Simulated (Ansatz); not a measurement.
A relaxation of cell and atoms of SiO₂ (rutile) with the PAW code Ansatz, at the level PBE. The start is a rough guess from atomic radii.

```yaml
crystal:
  lattice:
    - [4.06724334, 0.0, 0.0]
    - [0.0, 4.06724334, 0.0]
    - [0.0, 0.0, 2.6843806044]
  atoms:
    - { symbol: Si, position: [0.0, 0.0, 0.0] }
    - { symbol: Si, position: [0.5, 0.5, 0.5] }
    - { symbol: O, position: [0.305, 0.305, 0.0] }
    - { symbol: O, position: [0.195, 0.805, 0.5] }
    - { symbol: O, position: [0.805, 0.195, 0.5] }
    - { symbol: O, position: [0.695, 0.695, 0.0] }
kpoints:
  mp_grid: { grid: [6, 6, 8] }
hamiltonian:
  xc: pbe
scf:
  occupations: { method: fermi_dirac, width: 0.02 }
relax:
  f_tol: 0.005
  cell: {}
```

The trajectory has 9 recorded frames, each with fractional positions and then forces in eV/Å along x, y and z. The last, and any step after a large change of cell, is solved on a basis re-selected at its cell; pressure is positive in compression.

Step 1: energy 0.0 meV/atom from step 1, largest force component 0.228 eV/Å, pressure +26.82 GPa; a = 4.067 Å, b = 4.067 Å, c = 2.684 Å, α = 90.00°, β = 90.00°, γ = 90.00°
```
Si 0.0000 0.0000 0.0000     0.000   0.000   0.000
Si 0.5000 0.5000 0.5000     0.000   0.000   0.000
O  0.3050 0.3050 0.0000    -0.228  -0.228   0.000
O  0.1950 0.8050 0.5000     0.228  -0.228   0.000
O  0.8050 0.1950 0.5000    -0.228   0.228   0.000
O  0.6950 0.6950 0.0000     0.228   0.228   0.000
```

Step 2: energy -34.2 meV/atom from step 1, largest force component 0.079 eV/Å, pressure +13.67 GPa; a = 4.135 Å, b = 4.135 Å, c = 2.685 Å, α = 90.00°, β = 90.00°, γ = 90.00°
```
Si 0.0000 0.0000 0.0000     0.000   0.000   0.000
Si 0.5000 0.5000 0.5000     0.000   0.000   0.000
O  0.3041 0.3041 0.0000     0.079   0.079   0.000
O  0.1959 0.8041 0.5000    -0.079   0.079   0.000
O  0.8041 0.1959 0.5000     0.079  -0.079   0.000
O  0.6959 0.6959 0.0000    -0.079  -0.079   0.000
```

Step 3: energy -47.1 meV/atom from step 1, largest force component 0.152 eV/Å, pressure +1.40 GPa; a = 4.201 Å, b = 4.201 Å, c = 2.698 Å, α = 90.00°, β = 90.00°, γ = 90.00°
```
Si 0.0000 0.0000 0.0000     0.000   0.000   0.000
Si 0.5000 0.5000 0.5000     0.000   0.000   0.000
O  0.3049 0.3049 0.0000     0.152   0.152   0.000
O  0.1951 0.8049 0.5000    -0.152   0.152   0.000
O  0.8049 0.1951 0.5000     0.152  -0.152   0.000
O  0.6951 0.6951 0.0000    -0.152  -0.152   0.000
```

Q: How does the relaxation go on, and where does it end?

A:
Step 4: energy -47.6 meV/atom from step 1, largest force component 0.084 eV/Å, pressure -0.28 GPa; a = 4.214 Å, b = 4.214 Å, c = 2.700 Å, α = 90.00°, β = 90.00°, γ = 90.00°
```
Si 0.0000 0.0000 0.0000     0.000   0.000   0.000
Si 0.5000 0.5000 0.5000     0.000   0.000   0.000
O  0.3057 0.3057 0.0000     0.084   0.084   0.000
O  0.1943 0.8057 0.5000    -0.084   0.084   0.000
O  0.8057 0.1943 0.5000     0.084  -0.084   0.000
O  0.6943 0.6943 0.0000    -0.084  -0.084   0.000
```

Step 5: energy -47.9 meV/atom from step 1, largest force component 0.002 eV/Å, pressure +0.03 GPa; a = 4.222 Å, b = 4.222 Å, c = 2.692 Å, α = 90.00°, β = 90.00°, γ = 90.00°
```
Si 0.0000 0.0000 0.0000     0.000   0.000   0.000
Si 0.5000 0.5000 0.5000     0.000   0.000   0.000
O  0.3066 0.3066 0.0000    -0.002  -0.002   0.000
O  0.1934 0.8066 0.5000     0.002  -0.002   0.000
O  0.8066 0.1934 0.5000    -0.002   0.002   0.000
O  0.6934 0.6934 0.0000     0.002   0.002   0.000
```

Step 6: energy -54.7 meV/atom from step 1, largest force component 0.002 eV/Å, pressure +1.49 GPa; a = 4.222 Å, b = 4.222 Å, c = 2.692 Å, α = 90.00°, β = 90.00°, γ = 90.00°
```
Si 0.0000 0.0000 0.0000     0.000   0.000   0.000
Si 0.5000 0.5000 0.5000     0.000   0.000   0.000
O  0.3066 0.3066 0.0000    -0.002  -0.002   0.000
O  0.1934 0.8066 0.5000     0.002  -0.002   0.000
O  0.8066 0.1934 0.5000    -0.002   0.002   0.000
O  0.6934 0.6934 0.0000     0.002   0.002   0.000
```

Step 7: energy -54.7 meV/atom from step 1, largest force component 0.002 eV/Å, pressure +0.12 GPa; a = 4.235 Å, b = 4.235 Å, c = 2.691 Å, α = 90.00°, β = 90.00°, γ = 90.00°
```
Si 0.0000 0.0000 0.0000     0.000   0.000   0.000
Si 0.5000 0.5000 0.5000     0.000   0.000   0.000
O  0.3069 0.3069 0.0000     0.002   0.002   0.000
O  0.1931 0.8069 0.5000    -0.002   0.002   0.000
O  0.8069 0.1931 0.5000     0.002  -0.002   0.000
O  0.6931 0.6931 0.0000    -0.002  -0.002   0.000
```

Step 8: energy -54.7 meV/atom from step 1, largest force component 0.000 eV/Å, pressure 0.00 GPa; a = 4.236 Å, b = 4.236 Å, c = 2.691 Å, α = 90.00°, β = 90.00°, γ = 90.00°
```
Si 0.0000 0.0000 0.0000     0.000   0.000   0.000
Si 0.5000 0.5000 0.5000     0.000   0.000   0.000
O  0.3070 0.3070 0.0000     0.000   0.000   0.000
O  0.1930 0.8070 0.5000     0.000   0.000   0.000
O  0.8070 0.1930 0.5000     0.000   0.000   0.000
O  0.6930 0.6930 0.0000     0.000   0.000   0.000
```

Step 9: energy -55.1 meV/atom from step 1, largest force component 0.000 eV/Å, pressure +0.03 GPa; a = 4.236 Å, b = 4.236 Å, c = 2.691 Å, α = 90.00°, β = 90.00°, γ = 90.00°
```
Si 0.0000 0.0000 0.0000     0.000   0.000   0.000
Si 0.5000 0.5000 0.5000     0.000   0.000   0.000
O  0.3070 0.3070 0.0000     0.000   0.000   0.000
O  0.1930 0.8070 0.5000     0.000   0.000   0.000
O  0.8070 0.1930 0.5000     0.000   0.000   0.000
O  0.6930 0.6930 0.0000     0.000   0.000   0.000
```

In 7 steps the volume changed by +8.7 %; between the first SCF and the last, each on a basis chosen for its cell, the energy fell by 55.1 meV an atom. Final cell: space group P4_2/mnm (No. 136), tetragonal; conventional cell a = 4.236 Å, c = 2.691 Å, 8.05 Å³ an atom. Around Si lie 6 O at 1.77–1.84 Å; around O lie 3 Si at 1.77–1.84 Å.

Command: `ansatz run input.yaml --threads 4 --pin off --max-ram 7372MiB --backend cpu --events-out ev --progress --plain --runs-dir out`. It took 15 s on 4 threads of Intel(R) Xeon(R) Platinum 8259CL CPU @ 2.50GHz (Skylake/Cascade Lake), on a shared host, load about 0.3 per core; peak host memory 0.43 GiB.

The values are computed, spin-unpolarised, and not measurements.
